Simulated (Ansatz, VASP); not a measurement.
La: VASP beside Ansatz

INCAR

```
AGGAC = 1.0
AGGAX = 1.0
ALDAC = 0.0
ALDAX = 1.0
ALGO = Normal
EDIFF = 1E-6
ENCUT = 520
GGA = B5
ISIF = 2
ISMEAR = -1
LASPH = T
LCHARG = F
LREAL = F
LWAVE = F
NBANDS = 12
NELM = 100
PREC = Accurate
SIGMA = 0.1
```

KPOINTS

```
k-points
0
Gamma
  10 10 10
```

POSCAR

```
La
1.0
    3.2974179030      0.0000000000      0.0000000000
    0.0000000000      3.2974179030      0.0000000000
    0.0000000000      0.0000000000      3.2974179030
La
1
Direct
    0.0000000000      0.0000000000      0.0000000000
```

Input for Ansatz:

```yaml
crystal:
  lattice:
    - [3.297417903, 0.0, 0.0]
    - [0.0, 3.297417903, 0.0]
    - [0.0, 0.0, 3.297417903]
  atoms:
    - { symbol: La, position: [0.0, 0.0, 0.0] }
hamiltonian:
  xc: blyp
  pseudopotentials:
    kind: paw
    azcp:
      La: "pseudopotentials/La.paw.azcp"
basis:
  ecutwfc: 420
  fft_grid_basis: typed
kpoints:
  mp_grid: { grid: [10, 10, 10], shift: [0, 0, 0] }
magnetization:
  spin_polarized: false
scf:
  occupations: { method: fermi_dirac, width: 0.1 }
  lower_state_search: "off"
output:
  stress: true
```

Alike in both runs: task single point; functional BLYP; k mesh 10 × 10 × 10; occupations fermi-dirac, width 0.1 eV; no spin polarisation.

```csv
,VASP,Ansatz
version,VASP 6.6.1,Ansatz 0.2.0
potentials or method,"VASP PAW PBE potentials, release 64 (La)","plane waves (420 eV) with PAW, scalar-relativistic"
plane-wave cutoff (eV),520,420
valence electrons in the cell,11,11
```

|  | VASP | Ansatz | Ansatz less VASP |
| --- | --- | --- | --- |
| pressure (GPa) | 3.1 | 3.1 | +0.03 |

Caveats: the PAW data sets were made with another functional, which shifts forces and pressure a little (VASP). Spin-orbit coupling is left out, which matters for the levels of La.
